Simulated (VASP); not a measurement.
# Ag (Im-3m) in VASP: notebook, part 2 of 2

VASP 6.6.1. Earlier steps stand in the parts before.

## 3. Single point, r2SCAN

INCAR reads:

```
SYSTEM = Ag
PREC     = Accurate       ! precision mode
ENCUT    = 300            ! plane-wave cutoff, eV
EDIFF    = 1E-6           ! SCF threshold, eV
ISMEAR   = 1              ! smearing method
SIGMA    = 0.1            ! smearing width, eV
LREAL    = .False.        ! projectors in reciprocal space
LASPH    = .True.         ! aspherical terms in the spheres
NELM     = 100            ! most SCF steps
ALGO     = Normal         ! electronic algorithm
ISIF     = 2              ! what is computed and relaxed
LWAVE    = .False.        ! write WAVECAR
LCHARG   = .False.        ! write CHGCAR
METAGGA  = R2SCAN         ! meta-GGA
LMIXTAU  = .True.       
ADDGRID  = .False.
```

KPOINTS reads:

```
regular mesh
0
Gamma
  15 15 15
  0 0 0
```

POSCAR reads:

```
Ag
1.0
   -1.6556540000      1.6556540000      1.6556540000
    1.6556540000     -1.6556540000      1.6556540000
    1.6556540000      1.6556540000     -1.6556540000
Ag
1
Direct
    0.0000000000      0.0000000000      0.0000000000
```

Potentials or basis: VASP PAW PBE potentials, release 64 (Ag).

Launch:

```
$ cat potpaw_PBE.64/Ag/POTCAR > POTCAR
$ mpirun -np 1 vasp_std > vasp.out
```

OUTCAR:

```text
SYSTEM = Ag
   PREC = Accurate
   ENCUT = 300
   EDIFF = 1E-6
   ISMEAR = 1
   LREAL = .False.
   LASPH = .True.
   NELM = 100
   ISIF = 2
   METAGGA = R2SCAN

 Found    120 irreducible k-points:

 Following reciprocal coordinates:
            Coordinates               Weight
  0.000000  0.000000  0.000000      1.000000
  0.066667  0.000000  0.000000     12.000000
  0.133333  0.000000  0.000000     12.000000
  0.200000  0.000000  0.000000     12.000000
  0.266667  0.000000  0.000000     12.000000
  0.333333  0.000000  0.000000     12.000000
   k-points           NKPTS =    120   k-points in BZ     NKDIM =    120   number of bands    NBANDS=      9
   number of dos      NEDOS =    301   number of ions     NIONS =      1
   total plane-waves  NPLWV =   4096
   dimension x,y,z NGX =    16 NGY =   16 NGZ =   16
   dimension x,y,z NGXF=    32 NGYF=   32 NGZF=   32
   ions per type =               1
   NGX,Y,Z   is equivalent  to a cutoff of   9.28,  9.28,  9.28 a.u.
   NGXF,Y,Z  is equivalent  to a cutoff of  18.55, 18.55, 18.55 a.u.
 SYSTEM =  Ag
   PREC   = accura    normal or accurate (medium, high low for compatibility)
   ISTART =      0    job   : 0-new  1-cont  2-samecut
   ICHARG =      2    charge: 1-file 2-atom 10-const
   ISPIN  =      1    spin polarized calculation?
   LNONCOLLINEAR =      F non collinear calculations
   LSORBIT =      F    spin-orbit coupling
   LASPH  =      T    aspherical Exc in radial PAW
   ENCUT  =  300.0 eV  22.05 Ry    4.70 a.u.   4.05  4.05  4.05*2*pi/ulx,y,z
   NELM   =    100;   NELMIN=  2; NELMDL= -5     # of ELM steps
   EDIFF  = 0.1E-05   stopping-criterion for ELM
   LREAL  =      F    real-space projection
   EDIFFG = 0.1E-04   stopping-criterion for IOM
   NSW    =      0    number of steps for IOM
   IBRION =     -1    ionic relax: 0-MD 1-quasi-New 2-CG
   NFREE  =      0    steps in history (QN), initial steepest desc. (CG)
   ISIF   =      2    stress and relaxation
   ISYM   =      2    0-nonsym 1-usesym 2-fastsym
   POTIM  = 0.5000    time-step for ionic-motion
   TEBEG  =    0.0;   TEEND  =   0.0 temperature during run
   PSTRESS=    0.0 pullay stress
   NELECT =      11.0000    total number of electrons
   NUPDOWN=      -1.0000    fix difference up-down
   EMIN   =  10.00;   EMAX   =-10.00  energy-range for DOS
   EFERMI =   0.00;   METHOD = LEGACY
   ISMEAR =     1;   SIGMA  =   0.10  broadening in eV -4-tet -1-fermi 0-gaus
   EFERMI_NEDOS =   21; number of points for ismear=-14 and -15
   IALGO  =     38    algorithm
   IMIX   =      4    mixing-type and parameters
     AMIX     =   0.40;   BMIX     =  1.00
     AMIX_MAG =   1.60;   BMIX_MAG =  1.00
  volume/ion in A,a.u.               =      18.15       122.51
  Fermi-wavevector in a.u.,A,eV,Ry     =   1.385318  2.617871 26.111022  1.919106
  Thomas-Fermi vector in A             =   2.509739
   LORBIT       =      0    0 simple, 1 ext, 2 COOP (PROOUT), +10 PAW based schemes
   METAGGA = R2SCAN    functional components
   LHFCALC =     F    Hartree Fock is set to
   AEXX    =    0.0000 exact exchange contribution
   IVDW    =     0    specifies the selected vdW correction
   LEPSILON=     F    determine dielectric tensor
   LRPA    =     F    only Hartree local field effects (RPA)
 non-spin polarized calculation
 Methfessel and Paxton  Order N= 1 SIGMA  =   0.10
  energy-cutoff  :      300.00
  volume of cell :       18.15
 maximum number of plane-waves:       236
   NGX =  7   NGY =  7   NGZ =  7

 number of electron      11.0000015 magnetization

 Free energy of the ion-electron system (eV)
  ---------------------------------------------------
  ext. energy  EPLUGINS =         0.00000000
  ---------------------------------------------------
  free energy    TOTEN  =       -21.33480613 eV

  energy without entropy =      -21.33418890  energy(sigma->0) =      -21.33460039

 E-fermi :   7.6180     XC(G=0): -12.5451

 val. band max:        7.5570409478   @ k =  -0.3333   0.4667   0.0667
 cond. band min:       7.6278678218   @ k =  -0.4000   0.4667   0.0667
 fundamental gap:      0.0708268740
 Fermi energy:         7.6180195968

 k-point     1 :       0.0000    0.0000    0.0000
  band No.  band energies     occupation
      1       0.1027      2.00000
      2       2.5753      2.00000
      3       2.5753      2.00000
      4       2.5753      2.00000
      5       3.7973      2.00000
      6       3.7973      2.00000
      7      26.0539      0.00000
      8      26.0539      0.00000
      9      26.0539      0.00000
[... 49 lines left out ...]
 k-point     6 :       0.3333    0.0000    0.0000
  band No.  band energies     occupation
      1       1.4512      2.00000
      2       2.0305      2.00000
      3       3.6555      2.00000
      4       3.8640      2.00000
      5       4.1060      2.00000
      6       4.5673      2.00000
      7      16.2022      0.00000
      8      22.3425      0.00000
      9      23.8259      0.00000

 [... further k-points ...]

------------------------ aborting loop because EDIFF is reached ----------------------------------------

  FORCE on cell =-STRESS in cart. coord.  units (eV):
  Direction    XX          YY          ZZ          XY          YZ          ZX
  --------------------------------------------------------------------------------------
  -------------------------------------------------------------------------------------
  Total       -0.4374410     -0.4374410     -0.4374410      0.0000000      0.0000000      0.0000000
  in kB      -38.6065826    -38.6065826    -38.6065826      0.0000000      0.0000000      0.0000000
  external PRESSURE =     -38.6065826 kB  Pullay stress =       0.0000000 kB

 VOLUME and BASIS-vectors are now :
 -----------------------------------------------------------------------------
  energy-cutoff  :      300.00
  volume of cell :       18.15
      direct lattice vectors                 reciprocal lattice vectors
    -1.655654000  1.655654000  1.655654000     0.000000000  0.301995465  0.301995465
     1.655654000 -1.655654000  1.655654000     0.301995465  0.000000000  0.301995465
     1.655654000  1.655654000 -1.655654000     0.301995465  0.301995465  0.000000000

 POSITION                                       TOTAL-FORCE (eV/Angst)
 -----------------------------------------------------------------------------------
      0.00000      0.00000      0.00000        -0.000000     -0.000000     -0.000000
 -----------------------------------------------------------------------------------
    total drift:                                0.000000      0.000000     -0.000000

  FREE ENERGIE OF THE ION-ELECTRON SYSTEM (eV)
  ---------------------------------------------------
  free  energy   TOTEN  =       -21.3348061295 eV

  energy  without entropy=      -21.3341888985  energy(sigma->0) =      -21.33460039
```

Wall time 12 s (1 thread of Intel Xeon 6975P-C (Granite Rapids), shared host); peak memory 0.11 GiB.

These settings aren't checked as converged: the numbers below hold their error.

What came out:

```
Free energy            : -21.3348 eV
Pressure               : -3.9 GPa
Band gap on the k mesh : none (metal or under the smearing width)
```

Caveat: the cutoff is under 1.25 times the usual one of these potentials, so pressure, stress and relaxed cells hold a basis-set (Pulay) error; the PAW data sets were made with another functional, which shifts forces and pressure a little.

## 4. Single point, r2SCAN

INCAR, as its differences from that of step 3:

```diff
@@ -2,3 +2,3 @@
 PREC     = Accurate       ! precision mode
-ENCUT    = 300            ! plane-wave cutoff, eV
+ENCUT    = 700            ! plane-wave cutoff, eV
 EDIFF    = 1E-6           ! SCF threshold, eV
```

KPOINTS reads:

```
regular mesh
0
Gamma
  10 10 10
  0 0 0
```

POSCAR is that of step 3.

Potentials or basis: VASP PAW PBE potentials, release 64 (Ag).

Launch:

```
$ cat potpaw_PBE.64/Ag/POTCAR > POTCAR
$ mpirun -np 1 vasp_std > vasp.out
```

OUTCAR:

```text
SYSTEM = Ag
   PREC = Accurate
   ENCUT = 700
   EDIFF = 1E-6
   ISMEAR = 1
   LREAL = .False.
   LASPH = .True.
   NELM = 100
   ISIF = 2
   METAGGA = R2SCAN

 Found     47 irreducible k-points:

 Following reciprocal coordinates:
            Coordinates               Weight
  0.000000  0.000000  0.000000      1.000000
  0.100000  0.000000  0.000000     12.000000
  0.200000  0.000000  0.000000     12.000000
  0.300000  0.000000  0.000000     12.000000
  0.400000  0.000000  0.000000     12.000000
  0.500000  0.000000  0.000000      6.000000
   k-points           NKPTS =     47   k-points in BZ     NKDIM =     47   number of bands    NBANDS=      9
[... 149 lines left out ...]

  FORCE on cell =-STRESS in cart. coord.  units (eV):
  Direction    XX          YY          ZZ          XY          YZ          ZX
  --------------------------------------------------------------------------------------
  -------------------------------------------------------------------------------------
  Total       -0.3463542     -0.3463542     -0.3463542     -0.0000000     -0.0000000      0.0000000
  in kB      -30.5676676    -30.5676676    -30.5676676     -0.0000000     -0.0000000      0.0000000
  external PRESSURE =     -30.5676676 kB  Pullay stress =       0.0000000 kB

 VOLUME and BASIS-vectors are now :
 -----------------------------------------------------------------------------
  energy-cutoff  :      700.00
  volume of cell :       18.15
      direct lattice vectors                 reciprocal lattice vectors
    -1.655654000  1.655654000  1.655654000     0.000000000  0.301995465  0.301995465
     1.655654000 -1.655654000  1.655654000     0.301995465  0.000000000  0.301995465
     1.655654000  1.655654000 -1.655654000     0.301995465  0.301995465  0.000000000

 POSITION                                       TOTAL-FORCE (eV/Angst)
 -----------------------------------------------------------------------------------
      0.00000      0.00000      0.00000         0.000000      0.000000      0.000000
 -----------------------------------------------------------------------------------
    total drift:                               -0.000000     -0.000000     -0.000000

  FREE ENERGIE OF THE ION-ELECTRON SYSTEM (eV)
  ---------------------------------------------------
  free  energy   TOTEN  =       -21.2866521742 eV

  energy  without entropy=      -21.2858889217  energy(sigma->0) =      -21.28639776
```

stdout:

```text
POSCAR found type information on POSCAR Ag
 POSCAR found :  1 types and       1 ions
 scaLAPACK will be used
 -----------------------------------------------------------------------------
|                                                                             |
|                                                                             |
|     You enforced a specific xc type in the INCAR file but a different       |
|     I HOPE YOU KNOW WHAT YOU ARE DOING!                                     |
|                                                                             |
 -----------------------------------------------------------------------------

 LDA part: xc-table for (None), standard interpolation
 POSCAR, INCAR and KPOINTS ok, starting setup
 FFT: planning ... GRIDC
 FFT: planning ... GRID_SOFT
 FFT: planning ... GRID
 WAVECAR not read
 entering main loop
```

It took 28 s on 1 thread of Intel Xeon 6975P-C (Granite Rapids), shared host; peak memory 0.17 GiB.

These settings aren't checked as converged: the numbers below hold their error.

What came out:

```
Free energy            : -21.2867 eV
Pressure               : -3.1 GPa
Band gap on the k mesh : none (metal or under the smearing width)
```

Caveat: the PAW data sets were made with another functional, which shifts forces and pressure a little.

## 5. For comparison

An earlier run on the cell as given: functional PBE; potentials or basis VASP PAW PBE potentials, release 64 (Ag); cutoff 520 eV; k mesh 11 × 11 × 11; occupations fermi-dirac, width 0.05 eV; no spin polarisation.

- Pressure: -0.9 GPa
- Band gap on the k mesh: none (metal or under the smearing width)
